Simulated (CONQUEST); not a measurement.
The system is AlN.

```
Al N
1.0
     3.08863    0.00000    0.00000
     0.00000    3.08863    0.00000
     0.00000    0.00000    4.36799
Al N
2 2
Direct
  0.00000 0.00000 0.00000
  0.50000 0.50000 0.50000
  0.00000 0.50000 0.75000
  0.50000 0.00000 0.25000
```

Measurements of this composition are mostly on another form, of space group No. 186.

```yaml
Program: CONQUEST 1.3
Task: single point
Functional: PBE
Potentials_or_basis: PseudoDojo NC PBE, DZP, grid cutoff 150 Ha
k_mesh: 9 × 9 × 6
Occupations: fermi-dirac, width 0.05 eV
Spin: no spin polarisation
```

On this cell: pressure 7.1 GPa; largest force zero by symmetry; band gap on the k mesh 3.26 eV.

The same run follows on a disturbed copy (atoms moved at random, drawn with an rms of 0.05 Å):

```
CELL_PARAMETERS angstrom
3.08863 0.00000 0.00000
0.00000 3.08863 0.00000
0.00000 0.00000 4.36799
ATOMIC_POSITIONS crystal
Al 0.00846 0.00316 0.99719
Al 0.50846 0.50316 0.49719
N 0.49390 0.99580 0.25200
N 0.99390 0.49580 0.75200
```

Q: What does the disturbed cell give?

A: The energy moves by +10.6 meV/atom; pressure 7.5 GPa; largest force 0.776 eV/Å; band gap on the k mesh 3.11 eV.

Forces in eV/Å, atoms in the order of the input:
```
Al  -0.623 -0.371  0.275
Al  -0.623 -0.371  0.275
N    0.605  0.351 -0.275
N    0.605  0.351 -0.275
```

The forces don't sum to zero, so they hold noise of the program's grid.

Caveats: the box holds several primitive cells, so bands are folded and the points are those of the box's own zone; an odd mesh through Γ misses points on the zone boundary, where band edges often lie; the basis of atomic orbitals isn't converged, which shifts pressures, moduli and gaps; the real-space grid breaks the cell's symmetry a little (some runs).
